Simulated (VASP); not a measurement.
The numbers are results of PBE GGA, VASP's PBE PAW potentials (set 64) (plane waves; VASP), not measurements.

The input files of a VASP run:

**KPOINTS**
```
Automatic mesh
0
gamma
  1 1 1
```

INCAR:
```
# general
SYSTEM   =  ZrO2
PREC     =  Accurate
ENCUT    =  400   # plane-wave cut-off (eV)
LREAL    =  .False.   # projection in real space or not
LASPH    =  .True.

# electronic loop
EDIFF    =  1E-6   # SCF stop (eV)
NELM     =  100   # most electronic steps
ALGO     =  Normal   # blocked Davidson
LMAXMIX  =  4   # l cut-off of mixed one-centre charges

# smearing
ISMEAR   =  -1   # Fermi-Dirac
SIGMA    =  0.05   # width (eV)

# functional
GGA      =  PE

# ions
ISIF     =  2   # forces and stress, cell fixed

# output
LWAVE    =  .False.
LCHARG   =  .False.
```

POSCAR:
```
ZrO2
1.0
  5.1086350000   0.0000000000   0.0000000000
  0.0000000000   5.1821030000   0.0000000000
 -0.8661750000   0.0000000000   5.2113050000
Zr O
4 8
direct
  0.7236900000   0.9578500000   0.7904000000
  0.2763100000   0.0421500000   0.2096000000
  0.2763100000   0.4578500000   0.7096000000
  0.7236900000   0.5421500000   0.2904000000
  0.0692100000   0.1662900000   0.8438300000
  0.9307900000   0.8337100000   0.1561700000
  0.9307900000   0.6662900000   0.6561700000
  0.0692100000   0.3337100000   0.3438300000
  0.5507000000   0.2574200000   0.0214000000
  0.4493000000   0.7425800000   0.9786000000
  0.4493000000   0.7574200000   0.4786000000
  0.5507000000   0.2425800000   0.5214000000
```

POTCAR, in this order: Zr_sv O (PBE.64 set). Program: vasp_std.

The resulting files:

**OUTCAR**
```
 ion  position               nearest neighbor table
   1  0.724  0.958  0.790-   7 2.04   5 2.05  12 2.14   6 2.14  10 2.16  11 2.24   9 2.24   2 3.32
                             4 3.41   4 3.41   3 3.44   3 3.44   2 3.46   2 3.54
   2  0.276  0.042  0.210-   8 2.04   6 2.05  11 2.14   5 2.14   9 2.16  12 2.24  10 2.24   1 3.32
                             3 3.41   3 3.41   4 3.44   4 3.44   1 3.46   1 3.54
   3  0.276  0.458  0.710-   5 2.04   7 2.05  10 2.14   8 2.14  12 2.16   9 2.24  11 2.24   4 3.32
                             2 3.41   2 3.41   1 3.44   1 3.44   4 3.46   4 3.54
   4  0.724  0.542  0.290-   6 2.04   8 2.05   9 2.14   7 2.14  11 2.16  10 2.24  12 2.24   3 3.32
                             1 3.41   1 3.41   2 3.44   2 3.44   3 3.46   3 3.54
   5  0.069  0.166  0.844-   3 2.04   1 2.05   2 2.14
   6  0.931  0.834  0.156-   4 2.04   2 2.05   1 2.14
   7  0.931  0.666  0.656-   1 2.04   3 2.05   4 2.14
   8  0.069  0.334  0.344-   2 2.04   4 2.05   3 2.14
   9  0.551  0.257  0.021-   4 2.14   2 2.16   3 2.24   1 2.24
  10  0.449  0.743  0.979-   3 2.14   1 2.16   4 2.24   2 2.24
  11  0.449  0.757  0.479-   2 2.14   4 2.16   1 2.24   3 2.24
  12  0.551  0.243  0.521-   1 2.14   3 2.16   2 2.24   4 2.24
  LATTYP: Found a simple monoclinic cell.
 ALAT       =     5.1086350000
 B/A-ratio  =     1.0143811410
 C/A-ratio  =     1.0340919639
 COS(beta)  =    -0.1639613959
 Subroutine PRICEL returns:
 Original cell was already a primitive cell.
 Subroutine GETGRP returns: Found  4 space group operations
The static configuration has the point symmetry S_2 .
 The point group associated with its full space group is C_2h.
The dynamic configuration has the point symmetry S_2 .
 Subroutine INISYM returns: Found  4 space group operations
 Subroutine IBZKPT returns following result:
 Found      1 irreducible k-points:

 Following reciprocal coordinates:
            Coordinates               Weight
  0.000000  0.000000  0.000000      1.000000
   k-points           NKPTS =      1   k-points in BZ     NKDIM =      1   number of bands    NBANDS=     57
   number of dos      NEDOS =    301   number of ions     NIONS =     12
   total plane-waves  NPLWV =  46656
   dimension x,y,z NGX =    36 NGY =   36 NGZ =   36
   dimension x,y,z NGXF=    72 NGYF=   72 NGZF=   72
...
```

OSZICAR:
```
       N       E                     dE             d eps       ncg     rms          rms(c)
DAV:   1     0.814590452217E+03    0.81459E+03   -0.47356E+04   114   0.141E+03
DAV:   2    -0.736874179388E+02   -0.88828E+03   -0.85723E+03   155   0.425E+02
DAV:   3    -0.133010917566E+03   -0.59323E+02   -0.59142E+02   163   0.105E+02
DAV:   4    -0.137046868938E+03   -0.40360E+01   -0.40324E+01   180   0.215E+01
DAV:   5    -0.137287465253E+03   -0.24060E+00   -0.24058E+00   148   0.346E+00    0.564E+01
DAV:   6    -0.112440623883E+03    0.24847E+02   -0.13154E+02   140   0.506E+01    0.242E+01
DAV:   7    -0.112767145458E+03   -0.32652E+00   -0.86169E+00   156   0.121E+01    0.126E+01
DAV:   8    -0.112774945145E+03   -0.77997E-02   -0.10244E+00   132   0.499E+00    0.178E+00
DAV:   9    -0.112750631809E+03    0.24313E-01   -0.31883E-01   140   0.231E+00    0.677E-01
DAV:  10    -0.112752711625E+03   -0.20798E-02   -0.32422E-02   156   0.936E-01    0.294E-01
DAV:  11    -0.112753687640E+03   -0.97601E-03   -0.55471E-03   164   0.417E-01    0.137E-01
DAV:  12    -0.112753537459E+03    0.15018E-03   -0.23654E-03   132   0.208E-01    0.582E-02
DAV:  13    -0.112753563268E+03   -0.25809E-04   -0.46182E-04   132   0.101E-01    0.427E-02
DAV:  14    -0.112753560961E+03    0.23072E-05   -0.43438E-05   132   0.337E-02    0.671E-03
DAV:  15    -0.112753563384E+03   -0.24232E-05   -0.10678E-05   132   0.138E-02    0.556E-03
DAV:  16    -0.112753563484E+03   -0.99992E-07   -0.89303E-07    84   0.546E-03
   1 F= -.11275356E+03 E0= -.11275356E+03  d E =-.113937E-09
```

**OUTCAR**
```
------------------------ aborting loop because EDIFF is reached ----------------------------------------
  FORCE on cell =-STRESS in cart. coord.  units (eV):
  Direction    XX          YY          ZZ          XY          YZ          ZX
  --------------------------------------------------------------------------------------
  Total        4.6080801      8.1831051      8.7559243      0.0000000      0.0000000     -1.1888716
  in kB       53.5147127     95.0323145    101.6845980      0.0000000      0.0000000    -13.8066445
  external PRESSURE =      83.4105418 kB  Pullay stress =       0.0000000 kB
  volume of cell :      137.96
      direct lattice vectors                 reciprocal lattice vectors
     5.108635000  0.000000000  0.000000000     0.195747005  0.000000000  0.032535260
     0.000000000  5.182103000  0.000000000     0.000000000  0.192971849  0.000000000
    -0.866175000  0.000000000  5.211305000     0.000000000  0.000000000  0.191890515
 POSITION                                       TOTAL-FORCE (eV/Angst)
 -----------------------------------------------------------------------------------
      3.01244      4.96368      4.11902        -0.709253     -0.008658     -0.293330
      1.23002      0.21843      1.09229         0.709253      0.008658      0.293330
      0.79693      2.37263      3.69794         0.709253     -0.008658      0.293330
      3.44553      2.80948      1.51336        -0.709253      0.008658     -0.293330
     -0.37734      0.86173      4.39746        -0.016515     -0.425897     -0.169861
      4.61980      4.32037      0.81385         0.016515      0.425897      0.169861
      4.18671      3.45278      3.41950         0.016515     -0.425897      0.169861
      0.05575      1.72932      1.79180        -0.016515      0.425897     -0.169861
      2.79479      1.33398      0.11152         0.058443      0.046798      0.272595
      1.44767      3.84813      5.09978        -0.058443     -0.046798     -0.272595
      1.88076      3.92503      2.49413        -0.058443      0.046798     -0.272595
      2.36170      1.25707      2.71717         0.058443     -0.046798      0.272595
 -----------------------------------------------------------------------------------
    total drift:                                0.000000     -0.000000      0.000000
  FREE ENERGIE OF THE ION-ELECTRON SYSTEM (eV)
  ---------------------------------------------------
  free  energy   TOTEN  =      -112.7535634840 eV

  energy  without entropy=     -112.7535634839  energy(sigma->0) =     -112.75356348
```
(Selected blocks of OUTCAR.)

At this cut-off the stress carries a Pulay error, which pulls relaxed volumes low.

The structure comes from a computed database's ZrO2 entry, a phase known from measurement. The cell was not relaxed at this level. The k-mesh is coarse (spacing up to 1.25 per Å, 2π included), so the numbers may not be converged in it. The run is one of a series of settings (KPOINTS 1×1×1 Γ-centred mesh against the base run), some of them coarse on purpose.
